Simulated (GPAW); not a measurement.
# Zr (P6_3/mmc) in GPAW: a series of runs

Aim: see how the results for Zr move with the level of theory and the settings. Levels: PBE, LDA. Tasks: band structure.

All numbers are computed with GPAW 26.7.0; they aren't measurements. Logs are shortened: lines on timing, memory, paths and dates and some standing lists are left out, and cuts for length are marked. The log counts tension as positive stress, the text compression.

### 1 The crystal as given

It takes space group P6_3/mmc (No. 194, hexagonal). Conventional cell: a = 3.232 Å, b = 3.232 Å, c = 5.147 Å, α = 90.00°, β = 90.00°, γ = 120.00°. Around Zr (site symmetry -6m2) lie 12 Zr at 3.18 to 3.23 Å.

### 2 Band structure, PBE, spin-orbit coupling, no magnetisation

run.py

```python
import numpy as np
from ase.dft.bandgap import bandgap
from ase.io import read, write
from ase.units import GPa
from gpaw import GPAW, PW
from gpaw.spinorbit import soc_eigenstates

atoms = read('Zr.xyz')

calc = GPAW(mode=PW(600),
            xc='PBE',
            kpts={'size': (7, 7, 4), 'gamma': True},
            occupations={'name': 'fermi-dirac', 'width': 0.05},
            nbands=24,
            convergence={'density': 1e-05, 'energy': 1e-05},
            maxiter=150,
            txt='gpaw.txt')
atoms.calc = calc
energy = atoms.get_potential_energy()
forces = atoms.get_forces()
stress = atoms.get_stress()
calc.write('gs.gpw')
write('result.traj', atoms)
print(f'Energy: {energy:.6f} eV')
print('Forces (eV/A):')
print(forces.round(4))
print('Stress (GPa):', (stress / GPa).round(3))
print('Fermi level:', round(calc.get_fermi_level(), 4), 'eV')
print(f'Gap: {bandgap(calc)[0]:.4f} eV, direct: {bandgap(calc, direct=True)[0]:.4f} eV')

path = atoms.cell.bandpath('GMKGALHA,LM,KH', npoints=80, eps=1e-4)
bs_calc = calc.fixed_density(kpts=path, symmetry='off', nbands=36,
                             convergence={'bands': 'CBM+6.0', 'eigenstates': 1e-6}, txt='bands.txt')
bs = bs_calc.band_structure()
bs.write('bs.json')
print(f'Gap on the path: {bandgap(bs_calc)[0]:.4f} eV')

soc = soc_eigenstates(bs_calc, theta=90, phi=0)
np.savetxt('soc_bands.dat', soc.eigenvalues(), fmt='%.4f')
mesh = soc_eigenstates('gs.gpw', theta=90, phi=0)
np.savetxt('soc_mesh.dat', mesh.eigenvalues(), fmt='%.4f')
print('Fermi level with spin-orbit coupling:', round(mesh.fermi_level, 4), 'eV')
```

Zr.xyz

```xyz
2
Lattice="3.2320000000 0.0000000000 0.0000000000 -1.6160000000 2.7989941050 0.0000000000 0.0000000000 0.0000000000 5.1470000000" Properties=species:S:1:pos:R:3 pbc="T T T"
Zr     1.6160000002      0.9329980349      3.8602500000
Zr    -0.0000000002      1.8659960701      1.2867500000
```

Potentials or basis: GPAW PAW data sets (gpaw-data 1.2.1), pw.

Run with:

```console
OMP_NUM_THREADS=1 python run.py
```

gpaw.txt:

```text
__  _  _
 | _ |_)|_||  |
 |__||  | ||/\| - 26.7.0

Input parameters:
  mode=PW(ecut=600.0),
  convergence={'density': 1e-05, 'energy': 1e-05},
  kpts=MonkhorstPack(size=(7, 7, 4), gamma=True),
  maxiter=150,
  nbands=24,
  occupations=Occupations(name='fermi-dirac', width=0.05),
  xc=XC(name='PBE')

Diagonalizing LCAO Hamiltonian
Converting LCAO to pw mode

           Zr

        Zr

Atoms  # Å, Bohr magnetons
|   | symbol |         x |        y |        z |    initial magnetic moments |
|---|--------|-----------|----------|----------|-----------------------------|
| 0 |     Zr |  1.616000 | 0.932998 | 3.860250 | ( 0.0000,  0.0000,  0.0000) |
| 1 |     Zr | -0.000000 | 1.865996 | 1.286750 | ( 0.0000,  0.0000,  0.0000) |

Unit cell  # Å
| periodic |         x |        y |        z |  lengths |     angles |
|----------|-----------|----------|----------|----------|------------|
|      yes |  3.232000 | 0.000000 | 0.000000 | 3.232000 |  90.000000 |
|      yes | -1.616000 | 2.798994 | 0.000000 | 3.232000 |  90.000000 |
|      yes |  0.000000 | 0.000000 | 5.147000 | 5.147000 | 120.000000 |

Number of symmetries: 12
Symmetry operations  # r_c * U_cc + t_c -> r_c
|    | kind |            matrix            |
|----|------|------------------------------|
|  0 |  σ   |  1, 1, 0,  0,-1, 0,  0, 0, 1 |
|  1 |  S6  |  1, 1, 0, -1, 0, 0,  0, 0,-1 |
|  2 |  E   |  1, 0, 0,  0, 1, 0,  0, 0, 1 |
|  3 |  C2  |  1, 0, 0, -1,-1, 0,  0, 0,-1 |
|  4 |  C2  |  0, 1, 0,  1, 0, 0,  0, 0,-1 |
|  5 |  C3  |  0, 1, 0, -1,-1, 0,  0, 0, 1 |
|  6 |  S6  |  0,-1, 0,  1, 1, 0,  0, 0,-1 |
|  7 |  σ   |  0,-1, 0, -1, 0, 0,  0, 0, 1 |
|  8 |  σ   | -1, 0, 0,  1, 1, 0,  0, 0, 1 |
|  9 |  i   | -1, 0, 0,  0,-1, 0,  0, 0,-1 |
| 10 |  C3  | -1,-1, 0,  1, 0, 0,  0, 0, 1 |
| 11 |  C2  | -1,-1, 0,  0, 1, 0,  0, 0,-1 |

BZ-sampling:
  Number of BZ points: 196
  Number of IBZ points: 28

  Monkhorst-Pack size: [7, 7, 4]
  Monkhorst-Pack shift: [0.0, 0.0, 0.125]

K-points  # in reciprocal-cell coordinates
|     |                                coordinates |     weight |
|-----|--------------------------------------------|------------|
|   0 | (  0.00000000,   0.00000000,   0.00000000) | 0.00510204 |
|   1 | (  0.00000000,   0.00000000,   0.25000000) | 0.01020408 |
|   2 | (  0.00000000,   0.00000000,   0.50000000) | 0.00510204 |
|   3 | (  0.14285714,   0.00000000,  -0.25000000) | 0.03061224 |
|   4 | (  0.14285714,   0.00000000,   0.00000000) | 0.03061224 |
|   5 | (  0.14285714,   0.00000000,   0.25000000) | 0.03061224 |
|   6 | (  0.14285714,   0.00000000,   0.50000000) | 0.03061224 |
|   7 | (  0.28571429,  -0.14285714,   0.00000000) | 0.03061224 |
|   8 | (  0.28571429,  -0.14285714,   0.25000000) | 0.06122449 |
|   9 | (  0.28571429,  -0.14285714,   0.50000000) | 0.03061224 |
| ... |                                            |            |
|  27 | (  0.42857143,   0.42857143,   0.50000000) | 0.03061224 |

Plane wave coefficients: 1575
Cutoff: 600.0 eV

Spin-components: 1 (collinear spins)
Bands:           24
Projectors:      12
Spin-degeneracy: 2
Datatype:        complex128

Parallelization:
  kpt:    1
  domain: 1
  band:   1

Density:
  Valence electrons: 24.0
  Components: 1
  Grid points: [20 20 30]
  Charge: 0.0  # |e|

Potential:
  Grid points: [20 20 30]

species:
  Zr:
    name:    Zirconium
    Z:       40.0
    valence: 12
    core:    28
    charge:  0.0  # [|e|]
    compensation charges:
      type: gauss
      rc: 0.40  # [Å]
      lmax: 2
    cutoffs:
      filter: 2.39  # [Å]
      core: 1.59  # [Å]
    projectors
    | kind |    occ | energy [eV] | rcut [Å] |
    |------|--------|-------------|----------|
    |   4s |  2.000 |     -54.478 |    1.323 |
    |   5s |  2.000 |      -4.438 |    1.323 |
    |   4p |  6.000 |     -32.467 |    1.334 |
    |   5p |  0.000 |      -1.470 |    1.334 |
    |   4d |  2.000 |      -3.600 |    1.244 |
    |    d |        |      23.611 |    1.244 |

    Using partial waves for Zr as LCAO basis

Reference energy: -195787.142470  # eV

eigensolver:
  PPCG
  Converge bands: occupied
  niter=2

density mixing:
  MSR1-Mixer
  Pratt-step length: 0.05
  Maximum mixing coefficient: 0.75
  Old densities: 10
  SVD Regularization: 0.005
  Good broyden scale: 1.0
  Trust region scale: 1.0
  Backstep threshold: 4.0
  History deletion threshold: 6.0
  Fourier metric: weight=20.0, sigma=0.015

occupation numbers:
  Fermi-Dirac:
    width: 0.0500  # eV

poisson solver:
  ecut: 4800.0  # eV

xc functional:
  name: PBE with 2 nearest neighbor stencil

convergence criteria:
- Maximum integral of absolute [dens]ity change: 1e-05 electrons / valence electron
- Maximum [total energy] change in last 3 cyles: 1e-05 eV / valence electron
- Maximum integral of absolute [eigenst]ate change: 4e-08 eV^2 / valence electron
maximum number of iterations: 150

SCF iterations
|iter     | |      energy | eigst |  dens |
|---------|-|-------------|-------|-------|
|iter:   1| |  -15.082880 | +0.22 |       |
|iter:   2| |  -15.040567 | -1.58 | -1.29 |
|iter:   3| |  -14.810698 | -1.45 | -1.33 |
|iter:   4| |  -14.811826 | -2.60 | -1.91 |
|iter:   5| |  -14.813134 | -3.99 | -2.37 |
|iter:   6| |  -14.813148 | -5.34 | -3.54 |
|iter:   7| |  -14.813151c| -6.84 | -4.13 |
|iter:   8| |  -14.813151c| -7.51c| -4.87 |
|iter:   9| |  -14.813151c| -8.12c| -5.81c|

Converged in 9 steps
Energy contributions relative to reference atoms: (reference = -195787.142470)

Energy contributions:
  Kinetic:           6.393777
  Coulomb:          -7.519202
  Zero:              0.700568
  External:          0.000000
  Xc:              -14.377606
  Entropy:          -0.021373
  Spinorbit:         0.000000
  ----------------------------
  Free energy:     -14.823837
  Extrapolated:    -14.813151

dipole moment: (0.000000, 0.000001, 0.000001)  # |e|*Ang

Fermi level: 9.472
Eigenvalues  # (at kpt = [0.000, 0.000, 0.000])
| band index |      eig [eV] | occ [0-2] |
|------------|---------------|-----------|
|          0 |       -39.415 |     2.000 |
|        ... |               |           |
|          2 |       -17.957 |     2.000 |
|          3 |       -17.088 |     2.000 |
|          4 |       -17.088 |     2.000 |
|          5 |       -16.952 |     2.000 |
|          6 |       -16.947 |     2.000 |
|          7 |       -16.947 |     2.000 |
[... 8 lines left out ...]
|         16 |        11.540 |     0.000 |
|         17 |        11.540 |     0.000 |
|        ... |               |           |
|         23 |        26.245 |     0.000 |

No gap
No difference between direct/indirect transitions

Forces  # eV/Ang
|        x |        y |        z |
|----------|----------|----------|
|  0.00000 | -0.00000 | -0.00000 |  # Zr   0
| -0.00000 |  0.00000 |  0.00000 |  # Zr   1

Stress tensor  # eV/Ang^3
|         x |         y |         z |
|-----------|-----------|-----------|
| -0.001666 |  0.000000 |  0.000000 |
|  0.000000 | -0.001666 |  0.000000 |
|  0.000000 |  0.000000 | -0.000767 |

# Writing to gs.gpw (mode='')
```

It took 43 s on 1 thread of Arm Neoverse V2, shared host; peak memory 0.3 GiB.

Results:

| Item | Value |
| --- | --- |
| Free energy | -14.8238 eV |
| Pressure | 0.2 GPa |
| Band gap along the path | none (metal or under the smearing width) |

Levels at the corners of the path, in eV from the Fermi level:
| point | band 20 | band 21 | band 22 | band 23 | band 24 | band 25 | band 26 | band 27 | band 28 | band 29 |
| --- | --- | --- | --- | --- | --- | --- | --- | --- | --- | --- |
| Γ | -3.09 | 0.75 | 0.75 | 0.85 | 0.85 | 0.94 | 0.94 | 1.10 | 1.10 | 1.43 |
| M | -2.57 | -2.20 | -2.20 | -0.28 | -0.28 | 0.47 | 0.47 | 0.72 | 0.72 | 1.40 |
| K | -1.46 | -1.38 | -1.38 | -1.21 | -1.21 | 0.18 | 0.18 | 0.22 | 0.22 | 1.74 |
| Γ | -3.09 | 0.75 | 0.75 | 0.85 | 0.85 | 0.94 | 0.94 | 1.10 | 1.10 | 1.43 |
| A | -4.01 | -0.02 | -0.02 | -0.02 | -0.02 | 0.66 | 0.66 | 0.66 | 0.66 | 0.74 |
| L | -2.92 | -1.11 | -1.11 | -1.11 | -1.11 | 1.55 | 1.55 | 1.55 | 1.55 | 2.14 |
| H | -1.49 | -1.38 | -1.38 | -1.31 | -1.31 | -0.13 | -0.13 | -0.06 | -0.06 | 1.93 |
| A | -4.01 | -0.02 | -0.02 | -0.02 | -0.02 | 0.66 | 0.66 | 0.66 | 0.66 | 0.74 |
| L | -2.92 | -1.11 | -1.11 | -1.11 | -1.11 | 1.55 | 1.55 | 1.55 | 1.55 | 2.14 |
| M | -2.57 | -2.20 | -2.20 | -0.28 | -0.28 | 0.47 | 0.47 | 0.72 | 0.72 | 1.40 |
| K | -1.46 | -1.38 | -1.38 | -1.21 | -1.21 | 0.18 | 0.18 | 0.22 | 0.22 | 1.74 |
| H | -1.49 | -1.38 | -1.38 | -1.31 | -1.31 | -0.13 | -0.13 | -0.06 | -0.06 | 1.93 |

Caveat: spin-orbit coupling was added after a scalar SCF, so levels and gaps hold it while energy, forces, pressure and moments don't; this program's spin-orbit splittings come out too wide for heavy elements.

### 3 Band structure, LDA

run.py

```python
from ase.dft.bandgap import bandgap
from ase.io import read, write
from ase.units import GPa
from gpaw import GPAW, PW

atoms = read('POSCAR')

calc = GPAW(mode=PW(600),
            xc='LDA',
            kpts={'size': (9, 9, 5), 'gamma': True},
            occupations={'name': 'fermi-dirac', 'width': 0.05},
            nbands=24,
            convergence={'density': 1e-05, 'energy': 1e-05},
            maxiter=150,
            txt='gpaw.txt')
atoms.calc = calc
energy = atoms.get_potential_energy()
forces = atoms.get_forces()
stress = atoms.get_stress()
calc.write('gs.gpw')
write('result.traj', atoms)
print(f'Energy: {energy:.6f} eV')
print('Forces (eV/A):')
print(forces.round(4))
print('Stress (GPa):', (stress / GPa).round(3))
print('Fermi level:', round(calc.get_fermi_level(), 4), 'eV')
print(f'Gap: {bandgap(calc)[0]:.4f} eV, direct: {bandgap(calc, direct=True)[0]:.4f} eV')

path = atoms.cell.bandpath('GMKGALHA,LM,KH', npoints=60, eps=1e-4)
bs_calc = calc.fixed_density(kpts=path, symmetry='off', nbands=36,
                             convergence={'bands': 'CBM+6.0', 'eigenstates': 1e-6}, txt='bands.txt')
bs = bs_calc.band_structure()
bs.write('bs.json')
print(f'Gap on the path: {bandgap(bs_calc)[0]:.4f} eV')
```

POSCAR

```
Zr
1.0
    3.2320000000      0.0000000000      0.0000000000
   -1.6160000000      2.7989941050      0.0000000000
    0.0000000000      0.0000000000      5.1470000000
Zr
2
Direct
    0.6666666667      0.3333333333      0.7500000000
    0.3333333333      0.6666666667      0.2500000000
```

Potentials or basis: the program's PAW data sets (release 1.2.1) made for this functional, pw.

Run with:

```console
OMP_NUM_THREADS=1 python run.py
```

Run time: 42 s. Hardware: 1 thread of Arm Neoverse V2, shared host; peak memory 0.27 GiB.

The run converged. Its results:

```
Free energy             : -16.3556 eV
Pressure                : -6.5 GPa
Band gap along the path : none (metal or under the smearing width)
```

Stress tensor (GPa, compression positive):
```
-6.72  0.00  0.00
 0.00 -6.72  0.00
 0.00  0.00 -5.93
```

Levels at the corners of the path, in eV from the Fermi level:
```csv
point,band 8,band 9,band 10,band 11,band 12,band 13,band 14,band 15,band 16,band 17
Γ,-26.27,-5.66,-3.04,0.82,0.82,0.98,1.23,1.51,1.51,2.08
M,-26.38,-2.57,-2.52,-2.14,-0.18,0.48,0.76,1.43,4.86,5.26
K,-26.65,-2.11,-1.35,-1.35,-1.12,0.24,0.24,1.77,4.29,4.29
Γ,-26.27,-5.66,-3.04,0.82,0.82,0.98,1.23,1.51,1.51,2.08
A,-26.34,-3.95,-3.95,0.04,0.04,0.72,0.72,0.72,0.72,3.90
L,-26.50,-2.88,-2.88,-1.07,-1.07,1.66,1.66,2.16,2.16,5.10
H,-26.43,-1.47,-1.47,-1.27,-1.27,-0.02,-0.02,1.99,1.99,4.36
A,-26.34,-3.95,-3.95,0.04,0.04,0.72,0.72,0.72,0.72,3.90
L,-26.50,-2.88,-2.88,-1.07,-1.07,1.66,1.66,2.16,2.16,5.10
M,-26.38,-2.57,-2.52,-2.14,-0.18,0.48,0.76,1.43,4.86,5.26
K,-26.65,-2.11,-1.35,-1.35,-1.12,0.24,0.24,1.77,4.29,4.29
H,-26.43,-1.47,-1.47,-1.27,-1.27,-0.02,-0.02,1.99,1.99,4.36
```
